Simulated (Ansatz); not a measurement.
# InP: the cost of one run

Computed with Ansatz 0.2.0 (DFT, PBE, plane-wave PAW, default files, scalar-relativistic, frozen cores, unless a step's input says otherwise).

### 1 The structure to begin with

The structure is cubic, space group F-43m (No. 216). The conventional cell has a = 5.869 Å, b = 5.869 Å, c = 5.869 Å, α = 90.00°, β = 90.00°, γ = 90.00°. In (site symmetry -43m) is surrounded by 4 P at 2.54 Å. P (site symmetry -43m) has 4 In at 2.54 Å as nearest neighbours.

As a file:

```cif
data_structure
_symmetry_space_group_name_H-M 'P 1'
_symmetry_Int_Tables_number 1
_cell_length_a 4.1498
_cell_length_b 4.1498
_cell_length_c 4.1498
_cell_angle_alpha 60.000
_cell_angle_beta 60.000
_cell_angle_gamma 60.000
_cell_volume 50.53
loop_
_atom_site_label
_atom_site_type_symbol
_atom_site_fract_x
_atom_site_fract_y
_atom_site_fract_z
_atom_site_occupancy
In1 In 0.00000 0.00000 0.00000 1
P1 P 0.25000 0.25000 0.25000 1
```

The earlier run gave: gap on the mesh 0.69 eV, largest force 0.000 eV/Å, pressure 3.1 GPa.

Site by site (atoms counted from 1):

```tsv
site	atoms	first shell	V_zz (10²¹ V/m²)	η	C_Q (MHz)
In	1	4 P at 2.54 Å	0.00	–	0 (¹¹⁵In)
P	2	4 In at 2.54 Å	0.00	–	–
```

Conventions: |V_zz| ≥ |V_yy| ≥ |V_xx|, η = (V_xx − V_yy)/V_zz, C_Q = eQV_zz/h. Q values from Pyykkö, Mol. Phys. 116, 1328 (2018). A dash under C_Q marks elements without a common quadrupolar isotope.

### 2 Z stretched by -3 %, ions relaxed

Contents of input.yaml:

```yaml
crystal:
  lattice:
    - [0.0, 2.93435, 2.8463195]
    - [2.93435, 0.0, 2.8463195]
    - [2.93435, 2.93435, 0.0]
  atoms:
    - { symbol: In, position: [0.0, 0.0, 0.0] }
    - { symbol: P, position: [0.25, 0.25, 0.25] }
kpoints:
  mp_grid: { grid: [13, 13, 13] }
scf:
  occupations: { method: fermi_dirac, width: 0.02 }
hamiltonian:
  xc: pbe
  pseudopotentials: { kind: paw, frozen_core: stored }
output:
  forces: true
  stress: true
  populations: true
  efg: { quadrupole_moments_barn: { In: 0.772 } }
  write_density: true
  write_potential: true
  elf: true
  volumetric_format: npy
relax:
  f_tol: 0.02
  max_steps: 60
```

Command:

```console
ansatz run input.yaml --threads 1 --pin off --max-ram 3072MiB --backend cpu --events-out ev --progress --plain --runs-dir out
```

Q: Estimate wall time and peak memory on 1 thread of Intel Xeon at 2.50GHz (Skylake/Cascade Lake), shared host.

About 49 s, with a peak of 0.49 GiB.
